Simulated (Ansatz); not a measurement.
# Effect of isotropic strain −2.87 % on CsPbI3

Consider CsPbI$_{3}$ in the cubic perovskite structure (space group Pm-3m, No. 221; a = 6.333 Å).

Modification: the cell is scaled by 0.9713 in all directions, atoms relaxed at fixed cell.

All numbers come from r2SCAN, PAW, 500 eV (Ansatz, an electronic-structure program; without spin-orbit coupling). Settings: 5×5×5 k-points, 0.05 eV Fermi–Dirac smearing.

| quantity | base | changed | shift |
|---|---|---|---|
| volume per atom | 50.79 Å³ | 46.54 Å³ | -4.25 Å³ |
| space group | Pm-3m (No. 221) | Pm-3m (No. 221) | – |
| shortest interatomic distance | 3.166 Å | 3.075 Å | -0.091 Å |
| energy relative to the base (free energy F) | 0 meV/atom | +22 meV/atom | +22 meV/atom |
| pressure | 0.0 kbar | 17.8 kbar | +17.8 kbar |
| band gap | 1.70 eV | 1.38 eV | -0.329 eV |
| gap character | direct at R | direct at R | – |
| mean gap deformation potential ΔEg/Δln V | – | +3.8 eV | – |
| width of the top valence band | 1.41 eV | 1.91 eV | +0.50 eV |
| electron mass (degenerate bands, along [100]) | 0.070, 0.79, 0.79 mₑ (at R) | 0.058, 0.71, 0.71 mₑ (at R) | – |
| hole mass | 0.15 mₑ (at R) | 0.11 mₑ (at R) | – |

Final structure:

```xyz
5
Lattice="6.1509 0.0000 0.0000 0.0000 6.1509 0.0000 0.0000 0.0000 6.1509" Properties=species:S:1:pos:R:3 pbc="T T T"
Cs     0.0000     0.0000     0.0000
Pb     3.0755     3.0755     3.0755
I      0.0000     3.0755     3.0755
I      3.0755     3.0755     0.0000
I      3.0755     0.0000     3.0755
```

Cost of the whole job for the changed cell (relaxation, final SCF and bands): roughly 2.1 core-minutes.

With I and Pb present, leaving out spin-orbit coupling can change the band edges. Masses are band curvatures over ±0.01 Å⁻¹ around the edge. Stability against distortions was not tested. Many cubic perovskites are stable only at high temperature; tilts and polar distortions were not tested. This is not the structure that CsPbI3 has at room temperature and ambient pressure.
